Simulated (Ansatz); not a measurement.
Run this with Ansatz 0.2.0 through its Python package and show what comes out.

The script, `cs.py`:
```python
import ansatz as az
import numpy as np
from pymatgen.analysis.eos import EOS

vectors0 = np.array([
    [5.56631, 0.0, 0.0],
    [-2.78315, 4.82056, 0.0],
    [0.0, 0.0, 9.25848],
])
sites = [
    ("Cs", [1 / 3, 2 / 3, 0.25]),
    ("Cs", [2 / 3, 1 / 3, 0.75]),
]


def make_crystal(cell):
    crystal = az.Crystal(lattice=az.Lattice.of(cell))
    for symbol, position in sites:
        crystal = crystal.atom(symbol, position)
    return crystal

volumes, energies = [], []
for scale in np.linspace(0.88, 1.12, 7):
    cell = vectors0 * scale ** (1 / 3)
    base = (
        make_crystal(cell).calculation()
        .functional(az.Functional.R2SCAN)
        .pseudopotentials("paw")
        .basis(48 * az.Ry)
        .occupations(az.OccupationsMethod.GAUSSIAN, width=0.1)
        .kpoints(5, 5, 3)
    )
    report = base.run(threads=1).report
    volumes.append(abs(np.linalg.det(cell)) / len(sites))
    energies.append(report["free_energy_ev"] / len(sites))
    print(f"V = {volumes[-1]:8.4f} A^3/atom  F = {energies[-1]:.5f} eV/atom")

for form in ["birch_murnaghan"]:
    fit = EOS(eos_name=form).fit(volumes, energies)
    print(f"{form:18s} V0 {fit.v0:8.4f} A^3/atom  B0 {fit.b0_GPa:7.1f} GPa  B1 {fit.b1:5.2f}")
```

Output of `python cs.py`:
```text
DeckWarning: crystal.lattice, of which some number shows no typed digit to judge by, misses the space group found at crystal.symmetry.tolerance 1.0e-5 by more than rounding, which is why this is a [...]
V = 109.3093 A^3/atom  F = -5685.92941 eV/atom
V = 114.2779 A^3/atom  F = -5685.93616 eV/atom
V = 119.2465 A^3/atom  F = -5685.93974 eV/atom
V = 124.2152 A^3/atom  F = -5685.94066 eV/atom
V = 129.1838 A^3/atom  F = -5685.93936 eV/atom
V = 134.1524 A^3/atom  F = -5685.93617 eV/atom
V = 139.1210 A^3/atom  F = -5685.93140 eV/atom
birch_murnaghan    V0 123.6523 A^3/atom  B0     1.8 GPa  B1  3.30
```
(Warnings from the package without file and line, shortened, repeats left out.)

A third-order Birch-Murnaghan fit through the 7 points has its minimum at 123.65 Å³ an atom, 0.5 % below the typed cell, with a bulk modulus of 2 GPa and dB/dP = 3.3. From that minimum the energy rises by 11.3 meV an atom on the compressed side and 9.3 meV on the expanded side.

Reading the output:
- Absolute energies stand on the zero of these potentials, so only differences at equal settings mean something.
- Shape and fractional positions are held along the curve, so the bulk modulus is an upper value where they are free to relax, by a factor of two or more in layered or hydrogen-bonded cells.
- The mesh is modest for a metal, so energies can be off by several to tens of meV an atom and pressures by half a GPa or more; differences at equal mesh fare better.
- This isn't the structure that Cs takes at ambient conditions.
- Hardware and time: 66 s on 1 thread of Arm Neoverse V1, with other jobs on the host, peak memory 1.2 GiB.

(Lines on the test bed's own set-up are left out of the output.)
